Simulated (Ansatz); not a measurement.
Molecular dynamics on a 2×2×1 supercell (12 atoms) of TiS2 (P-3m1), relaxed with r2SCAN+rVV10. Forces come from PBE in the PAW code Ansatz: Langevin thermostat and barostat (NPT), 1700 K, steps of 1.5 fs. Classical nuclei, no spin polarisation; a few dozen steps show the first response, not equilibrium.

```yaml
crystal:
  lattice:
    - [5.8961587158, -3.4108305092, 0.3697281176]
    - [5.8961587158, 3.4108305092, 0.3697281176]
    - [-0.3590130491, 0.0, 5.7303376496]
  atoms:
    - { symbol: Ti, position: [0.0, 0.0, 0.0] }
    - { symbol: S, position: [0.3333263071, 0.3333263071, 0.2447790112] }
    - { symbol: S, position: [0.1666736929, 0.1666736929, 0.7552209888] }
    - { symbol: Ti, position: [0.0, 0.5, 0.0] }
    - { symbol: S, position: [0.3333263071, 0.8333263071, 0.2447790112] }
    - { symbol: S, position: [0.1666736929, 0.6666736929, 0.7552209888] }
    - { symbol: Ti, position: [0.5, 0.0, 0.0] }
    - { symbol: S, position: [0.8333263071, 0.3333263071, 0.2447790112] }
    - { symbol: S, position: [0.6666736929, 0.1666736929, 0.7552209888] }
    - { symbol: Ti, position: [0.5, 0.5, 0.0] }
    - { symbol: S, position: [0.8333263071, 0.8333263071, 0.2447790112] }
    - { symbol: S, position: [0.6666736929, 0.6666736929, 0.7552209888] }
kpoints:
  mp_grid: { grid: [3, 3, 3] }
hamiltonian:
  xc: pbe
scf:
  occupations: { method: fermi_dirac, width: 0.146 }
md:
  ensemble: npt_langevin
  temperature: 1700
  timestep: 1.5
  n_steps: 30
  initial_velocities: maxwell_boltzmann
  seed: 9254
```

Command: `ansatz run input.yaml --threads 4 --pin off --max-ram 3686MiB --backend cpu --events-out ev --progress --plain --runs-dir out`. It took 67 s on 4 threads of Intel(R) Xeon(R) 6975P-C (Granite Rapids), with other jobs on the host, load about 0.3 per core; peak host memory 0.86 GiB.

**Question.** How do temperature and energy develop?

**Answer.** The temperature starts at 1558 K, is lowest at step 23 (706 K, 34.5 fs) and ends at 882 K. The thermostat hasn't had time to restore it. The atoms start on their lattice sites with kinetic energy alone, so much of it first passes into potential energy.
```
step  t (fs)  T (K)  free energy F from step 0 (meV/atom)  kinetic energy (meV/atom)  pressure (GPa)  volume (Å³/atom)  largest force (eV/Å)
   0       0   1558                                   0.0                      201.4            2.70             19.28                  0.14
   1     1.5   1655                                   0.6                      213.9            2.56             19.28                  0.32
   2       3   1544                                   2.9                      199.6            2.33             19.29                  0.57
   3     4.5   1529                                   7.0                      197.7            2.22             19.29                  0.84
   4       6   1462                                  12.9                      189.0            2.12             19.29                  1.13
   5     7.5   1357                                  20.1                      175.4            1.99             19.31                  1.44
   6       9   1349                                  28.8                      174.4            1.94             19.32                  1.77
   7    10.5   1206                                  38.5                      155.9            1.85             19.34                  2.10
   8      12   1046                                  48.3                      135.2            1.73             19.36                  2.39
   9    13.5   1063                                  58.0                      137.4            1.68             19.38                  2.64
  10      15   1160                                  69.3                      150.0            1.74             19.39                  2.89
  11    16.5   1032                                  81.3                      133.4            1.71             19.40                  3.13
  12      18    909                                  92.2                      117.5            1.68             19.41                  3.28
  13    19.5    935                                 102.3                      120.8            1.71             19.43                  3.36
  14      21    903                                 112.3                      116.7            1.70             19.45                  3.41
  15    22.5    835                                 121.5                      108.0            1.71             19.46                  3.41
  16      24    781                                 129.6                      101.0            1.69             19.47                  3.37
  17    25.5    891                                 137.0                      115.2            1.74             19.48                  3.27
  18      27    924                                 143.7                      119.4            1.74             19.49                  3.12
  19    28.5    943                                 149.8                      121.9            1.72             19.51                  2.92
  20      30    802                                 155.0                      103.7            1.56             19.52                  2.92
  21    31.5    726                                 159.6                       93.8            1.48             19.54                  3.09
  22      33    740                                 163.9                       95.7            1.47             19.56                  3.26
  23    34.5    706                                 167.3                       91.2            1.40             19.59                  3.39
  24      36    731                                 169.9                       94.5            1.39             19.62                  3.47
  25    37.5    800                                 171.9                      103.4            1.45             19.65                  3.53
  26      39    756                                 173.2                       97.7            1.42             19.67                  3.54
  27    40.5    814                                 173.8                      105.2            1.46             19.70                  3.47
  28      42    791                                 173.8                      102.3            1.44             19.72                  3.36
  29    43.5    840                                 173.8                      108.5            1.46             19.75                  3.25
  30      45    882                                 173.5                      114.0            1.47             19.77                  3.11
```

Positions (Å) and forces (eV/Å) at step 30:
```
cell (Å): 5.946 -3.439 0.373; 5.946 3.439 0.373; -0.362 0.000 5.778
Ti   0.114   0.003  -0.170    -1.130   0.482   0.093
S    4.066   0.131   1.761    -1.346  -0.973  -0.454
S    1.834  -0.340   4.636    -0.435   1.448  -0.865
Ti   2.919   1.898   0.044     0.860  -1.358   0.734
S    6.930   1.370   2.077    -0.332   1.230  -0.036
S    4.671   1.742   4.471    -0.183   0.070   1.442
Ti   2.748  -1.829   0.441     2.039  -0.328   0.330
S    6.654  -1.892   1.803     1.049   0.212  -0.165
S    4.865  -1.476   4.742    -0.761  -2.730  -1.283
Ti   5.847   0.043   0.375     0.115   0.310   0.533
S    9.825  -0.323   2.112     0.114   1.178  -1.024
S    7.712  -0.010   4.760     0.010   0.460   0.696
```
